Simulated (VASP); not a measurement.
# Si (P6_3/mmc) in VASP: further runs, part 2 of 2

VASP 6.6.1.

## Step 3: Relaxation of shape and atoms at fixed volume, PBE

INCAR reads:

```
PREC     = Accurate       # precision mode
ENCUT    = 300            # plane-wave cutoff, eV
EDIFF    = 1E-7           # SCF threshold, eV
ISMEAR   = 1              # smearing method
SIGMA    = 0.1            # smearing width, eV
LREAL    = False          # projectors in reciprocal space
LASPH    = True           # aspherical terms in the spheres
NELM     = 80             # most SCF steps
ALGO     = Normal         # electronic algorithm
ISIF     = 4              # what is computed and relaxed
LWAVE    = False          # write WAVECAR
LCHARG   = False          # write CHGCAR
GGA      = PE             # functional
IBRION   = 2              # ionic algorithm
NSW      = 40             # ionic steps
EDIFFG   = -0.01          # ionic threshold
```

KPOINTS reads:

```
regular mesh
0
Gamma
  9 9 4
```

POSCAR reads:

```
Si                                      
1.0
    2.7038208122      0.0000000000      0.0000000000
   -1.3519104061      2.3415775106      0.0000000000
    0.0000000000      0.0000000000      4.4991420472
  Si            
     2
Direct
     0.3333333300000021    0.6666666699999979    0.2500000000000000
     0.6666666699999979    0.3333333300000021    0.7500000000000000
```

Potentials or basis: VASP PAW PBE potentials, release 64 (Si).

Run with:

```
$ cat potpaw_PBE.64/Si/POTCAR > POTCAR
$ mpirun -np 1 vasp_std > vasp.out
```

OUTCAR:

```text
PREC = Accurate
   ENCUT = 300
   EDIFF = 1E-7
   ISMEAR = 1
   LREAL = False
   LASPH = True
   NELM = 80
   ISIF = 4
   GGA = PE
   IBRION = 2
   NSW = 40
   EDIFFG = -0.01

 ion  position               nearest neighbor table
   1  0.333  0.667  0.250-   2 2.74   2 2.74   2 2.74   2 2.74   2 2.74   2 2.74
   2  0.667  0.333  0.750-   1 2.74   1 2.74   1 2.74   1 2.74   1 2.74   1 2.74

  LATTYP: Found a hexagonal cell.
 ALAT       =     2.7038208122
 C/A-ratio  =     1.6639941622

  Lattice vectors:

 A1 = (   2.7038208122,   0.0000000000,   0.0000000000)
 A2 = (  -1.3519104061,   2.3415775106,   0.0000000000)
 A3 = (   0.0000000000,   0.0000000000,   4.4991420472)

Analysis of symmetry for initial positions (statically):
=====================================================================
 Subroutine PRICEL returns:
 Original cell was already a primitive cell.

 Routine SETGRP: Setting up the symmetry group for a
 hexagonal supercell.

 Subroutine GETGRP returns: Found 24 space group operations
 (whereof 12 operations were pure point group operations)
 out of a pool of 24 trial point group operations.

The static configuration has the point symmetry D_3d.
 The point group associated with its full space group is D_6h.

Analysis of symmetry for dynamics (positions and initial velocities):
=====================================================================
 Subroutine PRICEL returns:
 Original cell was already a primitive cell.

 Routine SETGRP: Setting up the symmetry group for a
 hexagonal supercell.

 Subroutine GETGRP returns: Found 24 space group operations
 (whereof 12 operations were pure point group operations)
 out of a pool of 24 trial point group operations.

The dynamic configuration has the point symmetry D_3d.
 The point group associated with its full space group is D_6h.

 Subroutine INISYM returns: Found 24 space group operations
 (whereof 12 operations are pure point group operations),
 and found     1 'primitive' translations

----------------------------------------------------------------------------------------

                                     Primitive cell

  volume of cell :      28.4850

  direct lattice vectors                    reciprocal lattice vectors
     2.703820812  0.000000000  0.000000000     0.369846994  0.213531262  0.000000000
    -1.351910406  2.341577511  0.000000000     0.000000000  0.427062523  0.000000000
     0.000000000  0.000000000  4.499142047     0.000000000  0.000000000  0.222264598

  length of vectors
     2.703820812  2.703820812  4.499142047     0.427062523  0.427062523  0.222264598

  position of ions in fractional coordinates (direct lattice)
     0.333333330  0.666666670  0.250000000
     0.666666670  0.333333330  0.750000000

  ion indices of the primitive-cell ions
   primitive index   ion index
                 1           1
                 2           2

----------------------------------------------------------------------------------------

 KPOINTS: regular mesh

Automatic generation of k-mesh.
 Grid dimensions read from file:
 generate k-points for:    9    9    4

 Generating k-lattice:

  Cartesian coordinates                     Fractional coordinates (reciprocal lattice)
     0.041094110  0.023725696  0.000000000     0.111111111  0.000000000  0.000000000
     0.000000000  0.047451391  0.000000000     0.000000000  0.111111111  0.000000000
     0.000000000  0.000000000  0.055566150     0.000000000  0.000000000  0.250000000

  Length of vectors
     0.047451391  0.047451391  0.055566150

  Shift w.r.t. Gamma in fractional coordinates (k-lattice)
     0.000000000  0.000000000  0.000000000

 Subroutine IBZKPT returns following result:
 ===========================================

 Found     36 irreducible k-points:

 Following reciprocal coordinates:
            Coordinates               Weight
  0.000000  0.000000  0.000000      1.000000
  0.111111  0.000000  0.000000      6.000000
  0.222222  0.000000  0.000000      6.000000
  0.333333  0.000000  0.000000      6.000000
  0.444444  0.000000  0.000000      6.000000
  0.111111  0.111111  0.000000      6.000000
[... 16 lines left out ...]
  0.333333  0.222222  0.250000     24.000000
  0.333333  0.333333  0.250000      4.000000
 [... further k-points ...]
   k-points           NKPTS =     36   k-points in BZ     NKDIM =     36   number of bands    NBANDS=      8
   number of dos      NEDOS =    301   number of ions     NIONS =      2
   total plane-waves  NPLWV =   7168
   dimension x,y,z NGX =    16 NGY =   16 NGZ =   28
   dimension x,y,z NGXF=    32 NGYF=   32 NGZF=   56
   ions per type =               2
   NGX,Y,Z   is equivalent  to a cutoff of   9.84,  9.84, 10.35 a.u.
   NGXF,Y,Z  is equivalent  to a cutoff of  19.68, 19.68, 20.69 a.u.
 SYSTEM =  unknown system
   PREC   = accura    normal or accurate (medium, high low for compatibility)
   ISTART =      0    job   : 0-new  1-cont  2-samecut
   ICHARG =      2    charge: 1-file 2-atom 10-const
   ISPIN  =      1    spin polarized calculation?
   LNONCOLLINEAR =      F non collinear calculations
   LSORBIT =      F    spin-orbit coupling
   LASPH  =      T    aspherical Exc in radial PAW
   ENCUT  =  300.0 eV  22.05 Ry    4.70 a.u.   3.82  3.82  6.35*2*pi/ulx,y,z
   NELM   =     80;   NELMIN=  2; NELMDL= -5     # of ELM steps
   EDIFF  = 0.1E-06   stopping-criterion for ELM
   LREAL  =      F    real-space projection
   EDIFFG = -.1E-01   stopping-criterion for IOM
   NSW    =     40    number of steps for IOM
   IBRION =      2    ionic relax: 0-MD 1-quasi-New 2-CG
   NFREE  =      1    steps in history (QN), initial steepest desc. (CG)
   ISIF   =      4    stress and relaxation
   ISYM   =      2    0-nonsym 1-usesym 2-fastsym
   POTIM  = 0.5000    time-step for ionic-motion
   TEBEG  =    0.0;   TEEND  =   0.0 temperature during run
   PSTRESS=    0.0 pullay stress
   NELECT =       8.0000    total number of electrons
   NUPDOWN=      -1.0000    fix difference up-down
   EMIN   =  10.00;   EMAX   =-10.00  energy-range for DOS
   EFERMI =   0.00;   METHOD = LEGACY
   ISMEAR =     1;   SIGMA  =   0.10  broadening in eV -4-tet -1-fermi 0-gaus
   EFERMI_NEDOS =   21; number of points for ismear=-14 and -15
   IALGO  =     38    algorithm
   IMIX   =      4    mixing-type and parameters
     AMIX     =   0.40;   BMIX     =  1.00
     AMIX_MAG =   1.60;   BMIX_MAG =  1.00
  volume/ion in A,a.u.               =      14.24        96.11
  Fermi-wavevector in a.u.,A,eV,Ry     =   1.072094  2.025963 15.638333  1.149385
  Thomas-Fermi vector in A             =   2.207854
   LORBIT       =      0    0 simple, 1 ext, 2 COOP (PROOUT), +10 PAW based schemes
   GGA     = PE    functional components
   LHFCALC =     F    Hartree Fock is set to
   AEXX    =    0.0000 exact exchange contribution
   IVDW    =     0    specifies the selected vdW correction
   LEPSILON=     F    determine dielectric tensor
   LRPA    =     F    only Hartree local field effects (RPA)
 conjugate gradient relaxation of ions
 non-spin polarized calculation
 Methfessel and Paxton  Order N= 1 SIGMA  =   0.10
  energy-cutoff  :      300.00
  volume of cell :       28.48
 maximum number of plane-waves:       342
 NGX is ok and might be reduce to    16
   NGX =  7   NGY =  7   NGZ = 13

 number of electron       7.9999999 magnetization

 Free energy of the ion-electron system (eV)
  ---------------------------------------------------
  ext. energy  EPLUGINS =         0.00000000
  ---------------------------------------------------
  free energy    TOTEN  =        -9.91569834 eV

  energy without entropy =       -9.91558354  energy(sigma->0) =       -9.91566007

 E-fermi :  10.6106     XC(G=0): -11.2602

 val. band max:       10.5667614016   @ k =   0.4444   0.1111   0.0000
 cond. band min:      10.8081970115   @ k =   0.3333   0.3333   0.0000
 fundamental gap:      0.2414356099
 Fermi energy:        10.6106032367

 k-point     1 :       0.0000    0.0000    0.0000
  band No.  band energies     occupation
      1      -4.2242      2.00000
      2       2.4544      2.00000
      3       3.2453      2.00000
      4      18.9412      0.00000
      5      18.9412      0.00000
      6      20.3449      0.00000
      7      20.3449      0.00000
      8      21.3904      0.00000
[... 243 lines left out ...]
 k-point    24 :       0.3333    0.3333    0.2500
  band No.  band energies     occupation
      1       4.5722      2.00000
      2       4.5722      2.00000
      3       5.5119      2.00000
      4       8.0190      2.00000
      5       8.0190      2.00000
      6       8.7512      2.00000
      7      14.5560      0.00000
      8      14.5560      0.00000

 [... further k-points ...]
[... 5 lines left out ...]
  --------------------------------------------------------------------------------------
  -------------------------------------------------------------------------------------
  Total        0.0062984      0.0062984     -0.0026904     -0.0000000     -0.0000000      0.0000000
  in kB        0.3542607      0.3542607     -0.1513276     -0.0000000     -0.0000000      0.0000000
  external PRESSURE =       0.1857313 kB  Pullay stress =       0.0000000 kB

 VOLUME and BASIS-vectors are now :
 -----------------------------------------------------------------------------
  energy-cutoff  :      300.00
  volume of cell :       28.48
      direct lattice vectors                 reciprocal lattice vectors
     2.703820812  0.000000000  0.000000000     0.369846994  0.213531262  0.000000000
    -1.351910406  2.341577511  0.000000000     0.000000000  0.427062523  0.000000000
     0.000000000  0.000000000  4.499142047     0.000000000  0.000000000  0.222264598

 POSITION                                       TOTAL-FORCE (eV/Angst)
 -----------------------------------------------------------------------------------
     -0.00000      1.56105      1.12479        -0.000000      0.000000      0.000000
      1.35191      0.78053      3.37436         0.000000      0.000000      0.000000
 -----------------------------------------------------------------------------------
    total drift:                               -0.000000      0.000000     -0.000000

  FREE ENERGIE OF THE ION-ELECTRON SYSTEM (eV)
  ---------------------------------------------------
  free  energy   TOTEN  =        -9.9156983381 eV

  energy  without entropy=       -9.9155835356  energy(sigma->0) =       -9.91566007

 reached required accuracy - stopping structural energy minimisation
```

Run time: 3.4 s. Hardware: 1 thread of Intel Xeon Platinum 8259CL at 2.50GHz (Skylake/Cascade Lake), shared host; peak memory 0.11 GiB.

Results:

```yaml
Free_energy: -9.9157 eV
Pressure_after_relaxing: 0.0 GPa
Band_gap_on_the_k_mesh: none (metal or under the smearing width)
```

Final structure:
```cif
data_structure
_symmetry_space_group_name_H-M 'P 1'
_symmetry_Int_Tables_number 1
_cell_length_a 2.7038
_cell_length_b 2.7038
_cell_length_c 4.4991
_cell_angle_alpha 90.000
_cell_angle_beta 90.000
_cell_angle_gamma 120.000
_cell_volume 28.48
loop_
_atom_site_label
_atom_site_type_symbol
_atom_site_fract_x
_atom_site_fract_y
_atom_site_fract_z
_atom_site_occupancy
Si1 Si 0.33333 0.66667 0.25000 1
Si2 Si 0.66667 0.33333 0.75000 1
```

Levels at points of the mesh, in eV from the Fermi level:
```tsv
k point	band 1	band 2	band 3	band 4	band 5	band 6	band 7	band 8
(0.00, 0.00, 0.00)	-14.83	-8.16	-7.37	8.33	8.33	9.73	9.73	10.78
(0.00, 0.00, 0.50)	-13.05	-13.05	0.72	0.72	9.69	9.69	9.69	9.69
```

Caveat: the cutoff is under 1.25 times the usual one of these potentials, so pressure, stress and relaxed cells hold a basis-set (Pulay) error; the relaxation stopped at its first step, so nothing moved.

## Step 4: Relaxation of shape and atoms at fixed volume, PBE (a relaxed cell with its volume scaled by 1.02)

INCAR is that of step 3.

KPOINTS is that of step 3.

POSCAR reads:

```
Si                                      
1.0
    2.7217274321      0.0000000000      0.0000000000
   -1.3608637161      2.3570850984      0.0000000000
    0.0000000000      0.0000000000      4.5289385582
  Si            
     2
Direct
     0.3333333300000021    0.6666666699999979    0.2500000000000000
     0.6666666699999979    0.3333333300000021    0.7500000000000000
```

Potentials or basis: VASP PAW PBE potentials, release 64 (Si).

Run with:

```
$ cat potpaw_PBE.64/Si/POTCAR > POTCAR
$ mpirun -np 1 vasp_std > vasp.out
```

OUTCAR:

```text
PREC = Accurate
   ENCUT = 300
   EDIFF = 1E-7
   ISMEAR = 1
   LREAL = False
   LASPH = True
   NELM = 80
   ISIF = 4
   GGA = PE
   IBRION = 2
   NSW = 40
   EDIFFG = -0.01

 ion  position               nearest neighbor table
   1  0.333  0.667  0.250-   2 2.76   2 2.76   2 2.76   2 2.76   2 2.76   2 2.76
   2  0.667  0.333  0.750-   1 2.76   1 2.76   1 2.76   1 2.76   1 2.76   1 2.76

  LATTYP: Found a hexagonal cell.
 ALAT       =     2.7217274321
 C/A-ratio  =     1.6639941622

  Lattice vectors:

 A1 = (   2.7217274321,   0.0000000000,   0.0000000000)
 A2 = (  -1.3608637161,   2.3570850984,   0.0000000000)
 A3 = (   0.0000000000,   0.0000000000,   4.5289385582)
[... 256 lines left out ...]
  ext. energy  EPLUGINS =         0.00000000
  ---------------------------------------------------
  free energy    TOTEN  =        -9.91398386 eV

  energy without entropy =       -9.91436315  energy(sigma->0) =       -9.91411029

 E-fermi :  10.4097     XC(G=0): -11.1803

 val. band max:       10.3565919763   @ k =   0.4444   0.1111   0.0000
 cond. band min:      10.5613194198   @ k =   0.3333   0.3333   0.0000
 fundamental gap:      0.2047274435
 Fermi energy:        10.4096720433

 k-point     1 :       0.0000    0.0000    0.0000
  band No.  band energies     occupation
      1      -4.3034      2.00000
      2       2.2560      2.00000
      3       3.1151      2.00000
      4      18.5086      0.00000
      5      18.5086      0.00000
      6      19.9488      0.00000
      7      19.9488      0.00000
      8      20.9039      0.00000
[... 243 lines left out ...]
 k-point    24 :       0.3333    0.3333    0.2500
  band No.  band energies     occupation
      1       4.3607      2.00000
      2       4.3607      2.00000
      3       5.3503      2.00000
      4       7.7551      2.00000
      5       7.7551      2.00000
      6       8.5429      2.00000
      7      14.2085      0.00000
      8      14.2085      0.00000

 [... further k-points ...]
[... 5 lines left out ...]
  --------------------------------------------------------------------------------------
  -------------------------------------------------------------------------------------
  Total       -0.3407566     -0.3407566     -0.3405026      0.0000000     -0.0000000     -0.0000000
  in kB      -18.7905113    -18.7905113    -18.7765026      0.0000000     -0.0000000     -0.0000000
  external PRESSURE =     -18.7858417 kB  Pullay stress =       0.0000000 kB
[... 17 lines left out ...]
  FREE ENERGIE OF THE ION-ELECTRON SYSTEM (eV)
  ---------------------------------------------------
  free  energy   TOTEN  =        -9.9139838643 eV

  energy  without entropy=       -9.9143631474  energy(sigma->0) =       -9.91411029

 reached required accuracy - stopping structural energy minimisation
```

Wall time 5.3 s (1 thread of Intel Xeon Platinum 8259CL at 2.50GHz (Skylake/Cascade Lake), shared host); peak memory 0.11 GiB.

What came out:

| Property | Result |
| --- | --- |
| Free energy | -9.9140 eV |
| Energy gained by relaxing | 0.0 meV/atom |
| Ionic steps | 3 |
| Pressure after relaxing | -1.9 GPa |
| Band gap on the k mesh | none (metal or under the smearing width) |

Final structure:
```
Si
1.0
     2.72215    0.00000    0.00000
    -1.36108    2.35745    0.00000
     0.00000    0.00000    4.52752
Si
2
Direct
  0.33333 0.66667 0.25000
  0.66667 0.33333 0.75000
```

Caveat: the cutoff is under 1.25 times the usual one of these potentials, so pressure, stress and relaxed cells hold a basis-set (Pulay) error.

## Step 5: The runs side by side

```csv
cell,gap on the mesh (eV),pressure (GPa)
atoms relaxed at fixed volume from: a relaxed cell with its volume scaled by 0.98,none,2.1
atoms relaxed at fixed volume,none,0.0
atoms relaxed at fixed volume from: a relaxed cell with its volume scaled by 1.02,none,-1.9
```

Alike in all rows: task relaxation of shape and atoms at fixed volume; level PBE; potentials or basis VASP PAW PBE potentials, release 64 (Si); no spin polarisation; k mesh 9 × 9 × 4; cutoff (eV) 300; smearing methfessel-paxton 0.1 eV.

Caveats: the cutoff is under 1.25 times the usual one of these potentials, so pressure, stress and relaxed cells hold a basis-set (Pulay) error; the relaxation stopped at its first step, so nothing moved (some runs).

Absolute energies hang on the potentials; compare differences alone.
